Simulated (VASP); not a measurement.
Crystal: GeSe.

```
CELL_PARAMETERS angstrom
10.79000 0.00000 0.00000
0.00000 3.82000 0.00000
0.00000 0.00000 4.38000
ATOMIC_POSITIONS crystal
Ge 0.12100 0.75000 0.89400
Ge 0.62100 0.75000 0.60600
Ge 0.37900 0.25000 0.39400
Ge 0.87900 0.25000 0.10600
Se 0.85200 0.75000 0.49700
Se 0.35200 0.75000 0.00300
Se 0.64800 0.25000 0.99700
Se 0.14800 0.25000 0.50300
```

- Program: VASP 6.6.1
- Task: relaxation of cell and atoms
- Functional: PBE
- Dispersion: D3(BJ)
- Potentials or basis: VASP PAW PBE potentials, release 64 (Ge_d, Se)
- Cutoff: 600 eV
- k mesh: 4 × 8 × 6
- Occupations: gaussian, width 0.03 eV
- Spin: no spin polarisation

At the start: pressure 3.3 GPa; volume 22.57 Å³/atom.

Problem. Where does the relaxation end?

Solution. Over 25 steps the energy falls by 11.7 meV/atom and the volume is 23.52 Å³/atom (+4.2 %); space group Pnma (No. 62, to 0.05 Å).

The path:
```tsv
step	energy change (eV)	largest force (eV/Å)	pressure (GPa)	volume (Å³)
1	0.0000	0.2543	3.31	180.53
2	-0.0416	0.2877	-2.39	193.00
3	-0.0841	0.1310	-0.08	187.88
4	-0.0841	0.1262	-0.02	187.73
5	-0.0878	0.0880	0.00	187.88
6	-0.0900	0.0458	0.02	188.07
7	-0.0901	0.0431	0.06	188.10
8	-0.0912	0.0347	-0.05	188.44
9	-0.0912	0.0360	-0.21	188.86
10	-0.0914	0.0347	-0.19	188.67
11	-0.0920	0.0429	0.00	188.33
12	-0.0921	0.0472	0.14	188.14
13	-0.0926	0.0377	0.09	188.16
14	-0.0932	0.0185	0.04	188.20
15	-0.0934	0.0170	-0.06	188.33
16	-0.0934	0.0168	-0.04	188.37
17	-0.0934	0.0168	-0.09	188.43
18	-0.0935	0.0168	-0.04	188.34
19	-0.0936	0.0184	0.02	188.17
20	-0.0936	0.0183	0.11	188.14
21	-0.0936	0.0183	-0.02	188.16
22	-0.0936	0.0183	0.06	188.15
23	-0.0937	0.0132	0.01	188.18
24	-0.0937	0.0124	-0.01	188.22
25	-0.0938	0.0096	0.01	188.18
```

Final structure:
```
CELL_PARAMETERS angstrom
10.95973 0.00000 0.00000
0.00000 3.88180 0.00000
0.00000 0.00000 4.42316
ATOMIC_POSITIONS crystal
Ge 0.12293 0.75000 0.89010
Ge 0.62293 0.75000 0.60990
Ge 0.37707 0.25000 0.39010
Ge 0.87707 0.25000 0.10990
Se 0.85450 0.75000 0.49865
Se 0.35450 0.75000 0.00135
Se 0.64550 0.25000 0.99865
Se 0.14550 0.25000 0.50135
```
